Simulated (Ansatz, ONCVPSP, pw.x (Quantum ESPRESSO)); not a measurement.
## Equation-of-state test of one ONCV potential (Cu (Z = 29))

```json
{"Element": "Cu (Z = 29)", "Generator": "ONCVPSP 4.0.1.1 (patched build)", "Type": "optimised norm-conserving Vanderbilt (ONCV)", "Functional": "PBE", "Relativity": "scalar-relativistic", "Frozen core": "[Ar]", "Valence charge": "11", "Reference configuration": "3d10 4s1", "Partial waves": "4s: rc 2.05 bohr, ncon 4, nbas 9, qcut 2.9 1/bohr, 2 projectors, debl 3.4 Ha; p scattering state at 0.39 Ha: rc 2.15 bohr, ncon 4, nbas 8, qcut 4.5 1/bohr, 2 projectors, debl 3.8 Ha; 3d: rc 1.55 bohr, ncon 5, nbas 9, qcut 12.1 1/bohr, 2 projectors, debl 2.6 Ha; f scattering state at 0.2 Ha: rc 1.90 bohr, ncon 3, nbas 6, qcut 6.5 1/bohr, 2 projectors, debl 2.9 Ha", "Local potential": "polynomial inside 1.55 bohr (lpopt 3, dvloc0 1 Ha)", "Core correction": "polynomial model core, fcfact 0.3"}
```

Atomic tests: cutoffs needed: 54 Ha and 61 Ha (the cutoffs (Ha) at which the residual kinetic energy of the hardest occupied pseudo-wave falls to 1 and 0.1 mHa per electron); ghost test: no bound ghost flagged; GHOST(+) flagged for s at 131.7 eV; configuration tests: 2 of 4 tests not solved or not reliable.

Crystal test: diamond Cu in pw.x 7.5, no spin, 9³ k-points, Fermi–Dirac smearing 0.01 Ry, cutoffs 140/560 Ry. The reference is all-electron LAPW (Ansatz 0.2.0) with the same functional, mesh and smearing; V0 and B0 come from Birch–Murnaghan fits to the pressures at five volumes. Errors are pseudo minus all-electron; Δ is the rms difference of the E(V) curves that follow from these fits, minima aligned, over ±6 % about the mean V0. Mesh and smearing are coarse, so the numbers serve the comparison and aren't converged zero-temperature values; the lattice is a test structure that the element need not adopt.

```
V (Å³/atom)  P all-electron (GPa)  P pseudo (GPa)
     18.184                  3.33            4.13
     18.662                  1.61            2.16
     19.141                  0.12            0.48
     19.620                 -1.15           -0.91
     20.098                 -2.25           -2.05
```

All-electron: a0 = 5.354 Å (V0 = 19.18 Å³/atom), B0 = 54.4 GPa.

Pseudopotential: mean pressure error (GPa): +0.43; a0 (Å): 5.364; a0 error (%): +0.20; B0 error (%): +5.8; Δ (meV/atom): 1.6. Atomic configuration tests: 2 of 4 tests not solved or not reliable.

Q: At the middle volume, how do free energy and pressure move when the wave cutoff is lowered (ecutrho kept at four times it)?

A:

```csv
cutoff (Ry),shift of F (meV/atom),shift of P (GPa)
63,+36677.2,-972.54
84,+5454.0,-273.54
112,+136.7,-13.65
```

The run at the middle volume (35 k-points, 11 iterations) took about 1.9 min on one core of a shared host (Neoverse-V1, 32 threads, 247 GiB, load 9).
